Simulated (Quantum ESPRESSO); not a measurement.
Runs of Quantum ESPRESSO 7.5 on BaS. Symmetry: Fm-3m, No. 225, cubic system. Conventional cell: a = 6.388 Å, b = 6.388 Å, c = 6.388 Å, α = 90.00°, β = 90.00°, γ = 90.00°. Ba (site symmetry m-3m) has 6 S at 3.19 Å as nearest neighbours. S (site symmetry m-3m) has 6 Ba at 3.19 Å as nearest neighbours. 

| level | potentials or basis | k mesh | cutoff (eV) | form of the LDA correlation | pressure (GPa) |
| --- | --- | --- | --- | --- | --- |
| LDA | PseudoDojo 0.4.1 SR LDA standard | 6 × 6 × 6, shifted | 735 | PW92 | -2.2 |
| PBEsol | PseudoDojo 0.4.1 SR PBEsol standard | 10 × 10 × 10, shifted | 707 | - | -0.9 |
| PBEsol | PseudoDojo 0.4.1 SR PBEsol standard | 8 × 8 × 8, shifted | 707 | - | -0.9 |
| BLYP | PseudoDojo 0.4.1 SR PBE standard | 6 × 6 × 6, shifted | 707 | - | (a) |
| WC | PseudoDojo 0.4.1 SR PBE standard | 6 × 6 × 6, shifted | 707 | - | -0.8 |

Alike in all rows: task dielectric tensor; no spin polarisation; cell as given; smearing fermi-dirac 0.05 eV.

Estimate the missing entries.

(a) 3.5.

Caveats: this release of the barium file is off; the potentials were made for another functional, which shifts forces and pressure (some runs); the cell is more than 3 GPa from zero pressure, which shifts response properties (some runs).

Runs at the PBE level aren't shown here.
